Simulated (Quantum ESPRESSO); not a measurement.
## CdSe (Cadmoselite) under changes of volume

One of the cells (28.102 Å³/atom); the others are scaled copies at fixed shape and fractional positions:

```
Cd Se
1.0
     4.30000    0.00000    0.00000
    -2.15000    3.72391    0.00000
     0.00000    0.00000    7.02000
Cd Se
2 2
Direct
  0.66667 0.33333 0.50000
  0.33333 0.66667 0.00000
  0.66667 0.33333 0.88500
  0.33333 0.66667 0.38500
```

* Program: Quantum ESPRESSO 7.5
* Functional: SCAN
* Dispersion: D3(BJ)
* Potentials or basis: SG15 PBE 1.2
* Cutoff: 952 eV
* Density cutoff: 3810 eV
* k mesh: 5 × 5 × 3
* Occupations: fermi-dirac, width 0.05 eV
* Spin: no spin polarisation

```csv
volume (Å³/atom),energy over the lowest point (meV/atom),pressure (GPa),gap on the mesh (eV),largest force (eV/Å)
26.416,31.33,5.0,1.10,0.365
26.978,?,?,?,?
27.540,6.57,2.1,1.01,0.312
28.102,1.25,0.9,0.96,0.288
28.665,0.00,-0.2,0.92,0.265
29.227,2.39,-1.2,0.87,0.244
29.789,8.04,-2.1,0.83,0.224
```

Problem. What does the run at 26.978 Å³/atom give?

Solution. Energy over the lowest point 16.41 meV/atom; pressure 3.5 GPa; gap on the mesh 1.05 eV; largest force 0.338 eV/Å.

Worked out: A Birch-Murnaghan fit of order 3 (a polynomial in V^(-2/3)) to the other rows has its minimum at 28.57 Å³/atom with B0 = V·E''(V) = 54 GPa and B' = 4.6 at fixed shape and positions, which overstates the stiffness. It gives 16.42 meV/atom at 26.978 Å³/atom, against the run's 16.41, and -dE/dV = 3.5 GPa, against 3.5. A straight line through the other rows of the gap, of slope -2.26 eV per unit of ln V (its deformation potential), gives 1.05 eV, against the run's 1.05.

Energies are extrapolated to zero smearing.

Caveats: the potentials were made for another functional, which shifts forces and pressure.

Spin-orbit coupling on Cd, Se is left out.
